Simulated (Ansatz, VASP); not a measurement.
# One calculation of CdS (Hawleyite), two programs

The input INCAR:

```
SYSTEM = CdS
PREC = Accurate
ENCUT = 520
EDIFF = 1E-7
ISMEAR = -1
SIGMA = 0.03
LREAL = .FALSE.
LASPH = .TRUE.
NELM = 60
ALGO = Normal
ISIF = 2
LWAVE = .FALSE.
LCHARG = .FALSE.
GGA = PE
NBANDS = 16
```

Contents of KPOINTS:

```
regular mesh
0
G
  3 3 3
  0 0 0
```

File POSCAR:

```
CdS
1.0
    0.0000000000      2.9165000000      2.9165000000
    2.9165000000      0.0000000000      2.9165000000
    2.9165000000      2.9165000000      0.0000000000
Cd S
1 1
Direct
    0.0000000000      0.0000000000      0.0000000000
    0.7500000000      0.7500000000      0.7500000000
```

Contents of input.yaml:

```yaml
crystal:
  lattice:
    - [0.0, 2.9165, 2.9165]
    - [2.9165, 0.0, 2.9165]
    - [2.9165, 2.9165, 0.0]
  atoms:
    - { symbol: Cd, position: [0.0, 0.0, 0.0] }
    - { symbol: S, position: [0.75, 0.75, 0.75] }
kpoints:
  mp_grid: { grid: [3, 3, 3] }
scf:
  occupations: { method: fermi_dirac, width: 0.03 }
hamiltonian:
  xc: pbe
  pseudopotentials: { kind: all_electron, lapw: { basis_error: 0.003 } }
output:
  forces: true
  stress: true
  eigenvalues: true
```

Alike in both runs: task single point; functional PBE; k mesh 3 × 3 × 3; occupations fermi-dirac, width 0.03 eV; no spin polarisation.

|  | VASP | Ansatz |
| --- | --- | --- |
| version | VASP 6.6.1 | Ansatz 0.2.0 |
| potentials or method | VASP PAW PBE potentials, release 64 (Cd, S) | all-electron LAPW, scalar-relativistic |
| plane-wave cutoff (eV) | 520 | see its input |

|  | VASP | Ansatz | Ansatz less VASP |
| --- | --- | --- | --- |
| gap on the k mesh at the Fermi level (eV) | 1.11 | 1.11 | -0.004 |
| least direct gap on the mesh (eV) | 1.11 | 1.11 | -0.004 |
| pressure (GPa) | 3.9 | 3.6 | -0.34 |

Ansatz ran all-electron here, so the differences hold the error of VASP's frozen core and of both bases.

Caveats: the k mesh is coarse (spacing up to 0.62 Å⁻¹), so the values aren't converged.
